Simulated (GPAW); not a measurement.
Runs of GPAW 26.7.0 on Al2Pt. The structure is cubic, space group Fm-3m (No. 225). Conventional cell: a = 5.598 Å, b = 5.598 Å, c = 5.598 Å, α = 90.00°, β = 90.00°, γ = 90.00°. Pt (site symmetry m-3m) is surrounded by 8 Al at 2.42 Å. Al (site symmetry -43m) has 4 Pt at 2.42 Å as nearest neighbours. 

```tsv
task	cell	series job	gap on the mesh (eV)	pressure (GPa)
Fermi surface	Fm-3m, 14.62 Å³/atom	-	none	35.5
Fermi surface	Fm-3m, 16.34 Å³/atom	-	none	(a)
Fermi surface	Fm-3m, 13.76 Å³/atom	-	none	(b)
Fermi surface	Fm-3m, 15.48 Å³/atom	-	none	21.6
Fermi surface	Fm-3m, 17.2 Å³/atom	-	none	2.9
Fermi surface	Fm-3m, 18.06 Å³/atom	-	none	-3.3
```

Alike in all rows: level PBE; potentials or basis GPAW PAW data sets (gpaw-data 1.2.1), pw; no spin polarisation; k mesh 8 × 8 × 8; cutoff (eV) 510; smearing fermi-dirac 0.05 eV.

Problem. Fill in the values left out.

Solution. (a) 11.0; (b) 53.8.

Caveats: the cutoff is short for stress and forces, so pressures can be off by a GPa or more.

A k mesh can miss the band edges, and the runs leave out spin-orbit coupling on Pt.

A gap of «none» marks a metal or a gap under the smearing width.
